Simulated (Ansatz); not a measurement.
# Ti: band structure with PBEsol

Ti:

```
Ti
1.0
     2.95000    0.00000    0.00000
    -1.47500    2.55477    0.00000
     0.00000    0.00000    4.68000
Ti
2
Direct
  0.66667 0.33333 0.75000
  0.33333 0.66667 0.25000
```

- Program: Ansatz 0.2.0
- Task: band structure
- Functional: PBEsol
- Potentials or basis: all-electron LAPW, non-relativistic
- Cutoff: 220 eV (chosen from the basis error)
- Basis error allowed: 0.001 eV/atom
- k mesh: 10 × 10 × 6
- Occupations: fermi-dirac, width 0.05 eV
- Spin: no spin polarisation

```
Pressure                : -5.3 GPa
Band gap along the path : none (metal or under the smearing width)
```

Stress tensor (GPa, compression positive):
```
-5.17  0.00  0.00
 0.00 -5.17  0.00
 0.00  0.00 -5.68
```

Levels at the corners of the path, in eV from the Fermi level:
```csv
point,band 8,band 9,band 10,band 11,band 12,band 13,band 14,band 15,band 16
Γ,-32.35,-5.98,-2.59,0.76,0.76,0.81,0.86,1.24,1.24
M,-32.42,-2.24,-2.10,-1.81,-0.56,0.46,0.61,1.15,3.27
K,-32.60,-1.65,-1.33,-1.33,-1.25,0.22,0.22,1.46,2.99
Γ,-32.35,-5.98,-2.59,0.76,0.76,0.81,0.86,1.24,1.24
A,-32.40,-4.17,-4.17,0.09,0.09,0.66,0.66,0.66,0.66
L,-32.50,-2.46,-2.46,-0.80,-0.80,1.35,1.35,1.69,1.69
H,-32.48,-1.20,-1.20,-1.04,-1.04,-0.19,-0.19,1.63,1.63
A,-32.40,-4.17,-4.17,0.09,0.09,0.66,0.66,0.66,0.66
```

It took 12 s on 1 thread of Intel(R) Xeon(R) Platinum 8175M CPU @ 2.50GHz (Skylake/Cascade Lake) (shared host), peak memory 0.32 GiB.
